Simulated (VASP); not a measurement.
Input of a VASP 6.6.1 run:

INCAR

```
  PREC = Accurate
  ENCUT = 520
  EDIFF = 1E-7
  ISMEAR = 0
  SIGMA = 0.15
  LREAL = False
  LASPH = True
  NELM = 60
  ALGO = Fast
  ISIF = 2
  LWAVE = False
  LCHARG = False
  GGA = PS
  NBANDS = 8
```

File KPOINTS:

```
Automatic mesh
0
Gamma
  12 12 12
```

File POSCAR:

```
P
1.0
    4.2729048574     -0.2136452429      0.0000000000
   -0.2136452429      4.2729048574      0.0000000000
    0.0000000000      0.0000000000      4.3780000000
P
1
Direct
    0.0000000000      0.0000000000      0.0000000000
```

Potentials or basis: VASP PAW PBE potentials, release 64 (P).

Command:

```bash
$ cat potpaw_PBE.64/P/POTCAR > POTCAR
$ mpirun -np 1 vasp_std > vasp.out
```

(1) What does it give for the band gap on the k mesh?

(2) Estimate the pressure.

## Answers

(1) none (metal or under the smearing width).

(2) -3.8 GPa.

Caveat: the PAW data sets were made with another functional, which shifts forces and pressure a little.
